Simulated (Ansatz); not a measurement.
Theory: DFT PBE, scalar-relativistic, plane waves, PAW (Ansatz). Several structures of Ta₅Si were relaxed, and the powder pattern of one of them was computed from 10° to 70° in 2θ (λ = 1.5406 Å; lines under 1 % are left out).

Cu Kα1 powder pattern (kinematic, no thermal factors).
```tsv
2θ (°)	relative intensity
20.11	36
23.25	7
33.12	12
39.05	100
40.86	59
47.54	14
52.11	9
53.58	4
59.17	5
63.15	34
69.51	31
```

Question: Which structure gives it?
A.

```
Ta Si
1.0
    -3.18717    3.18717    2.63465
     3.18717   -3.18717    2.63465
     3.18717    3.18717   -2.63465
Ta Si
5 1
Direct
  0.50000 0.50000 0.00000
  0.91070 0.41070 0.82140
  0.41070 0.58930 0.50000
  0.58930 0.08930 0.17860
  0.08930 0.91070 0.50000
  0.00000 0.00000 0.00000
```

B.

```
Ta Si
1.0
     4.75290    0.00000    0.00000
    -2.37645    4.11613    0.00000
     0.00000    0.00000    5.43253
Ta Si
5 1
Direct
  0.33333 0.66667 0.25645
  0.33333 0.66667 0.74355
  0.66667 0.33333 0.74355
  0.66667 0.33333 0.25645
  0.00000 0.00000 0.50000
  0.00000 0.00000 0.00000
```

C.

```
Ta Si
1.0
     0.00000    3.82186    3.82186
     3.82186    0.00000    3.82186
     3.82186    3.82186    0.00000
Ta Si
5 1
Cartesian
  1.9109 1.9109 1.9109
  4.7739 4.7739 4.7739
  4.7739 2.8698 2.8698
  2.8698 2.8698 4.7739
  2.8698 4.7739 2.8698
  0.0000 0.0000 0.0000
```

D.

```
Ta Si
1.0
     3.37167    0.00000    0.00000
     0.00000    3.37167    0.00000
     0.00000    0.00000    9.17216
Ta Si
5 1
Direct
  0.50000 0.50000 0.15092
  0.00000 0.00000 0.32058
  0.50000 0.50000 0.84908
  0.00000 0.00000 0.67942
  0.50000 0.50000 0.50000
  0.00000 0.00000 0.00000
```

Answer: C. Its strongest line, at 2θ = 39.05°, has d = λ/(2 sin θ) = 2.305 Å and is the (3 1 1) reflection of the conventional F-43m cell with a = 7.644 Å. The others have their strongest lines at 35.8° (A); 37.8° (B); 39.8° (D).

The cells needn't be stable.
